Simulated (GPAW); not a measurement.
Write an ASE script for GPAW 26.7.0 that does the following.

```yaml
Task: relaxation of cell and atoms
Functional: PBE
Potentials_or_basis: GPAW PAW data sets (gpaw-data 1.2.1)
Cutoff: 600 eV
Basis: pw
k_mesh: 8 × 8 × 8
Occupations: fermi-dirac, width 0.05 eV
Spin: no spin polarisation
Target_pressure: 30 GPa
Maxiter: 150
Optimizer: BFGS
Fmax: 0.02 eV/Å
Max_steps: 60
Target_pressure: 30 GPa
Convergence: density=1e-05 forces=0.0001
```

The structure of InPd lies in InPd.xyz:

```xyz
2
Lattice="0.0000000000 2.7460700000 2.7460700000 2.7460700000 0.0000000000 2.7460700000 2.7460700000 2.7460700000 0.0000000000" Properties=species:S:1:pos:R:3 pbc="T T T"
In     0.0000000000      0.0000000000      0.0000000000
Pd     2.7460700000      2.7460700000      2.7460700000
```

The cell was built by a generator and needn't be a form met in nature.

These files were run (other wordings do the same):

run.py

```python
from ase.filters import FrechetCellFilter
from ase.io import read, write
from ase.optimize import BFGS
from ase.units import GPa
from gpaw import GPAW, PW

atoms = read('InPd.xyz')

calc = GPAW(mode=PW(600),
            xc='PBE',
            kpts={'size': (8, 8, 8), 'gamma': True},
            occupations={'name': 'fermi-dirac', 'width': 0.05},
            nbands=26,
            convergence={'density': 1e-05, 'forces': 0.0001},
            maxiter=150,
            txt='gpaw.txt')
atoms.calc = calc
opt = BFGS(FrechetCellFilter(atoms, scalar_pressure=30 * GPa), trajectory='relax.traj', logfile='-')
done = opt.run(fmax=0.02, steps=60)
calc.write('gs.gpw')
write('result.traj', atoms)
print('Converged:', done)
print('Cell:', atoms.cell.cellpar().round(4))
print('Volume:', round(atoms.get_volume(), 4))
print(atoms.get_scaled_positions().round(5))
```

Potentials or basis: GPAW PAW data sets (gpaw-data 1.2.1), pw.

The run is started by

```sh
$ OMP_NUM_THREADS=1 python run.py
```

Results of the run:

```
Relaxed volume                                         : 16.84 Å³/atom
Relaxed cell                                           : a = 3.625 Å, b = 3.625 Å, c = 3.625 Å, α = 60.00°, β = 60.00°, γ = 60.00°
Space group after relaxing (to 0.05 Å)                 : Fm-3m (No. 225)
Energy change on relaxing (the enthalpy is what falls) : +288.9 meV/atom
Ionic steps                                            : 5
Pressure after relaxing                                : 30.0 GPa
Band gap on the k mesh                                 : none (metal or under the smearing width)
```

Caveat: later steps reuse the first step's grids; the volume moved by over 15 % at a fixed basis, so the end points are rough.

Wall time 110 s on 1 thread of Arm Neoverse V1, on a shared host, peak memory 0.23 GiB.
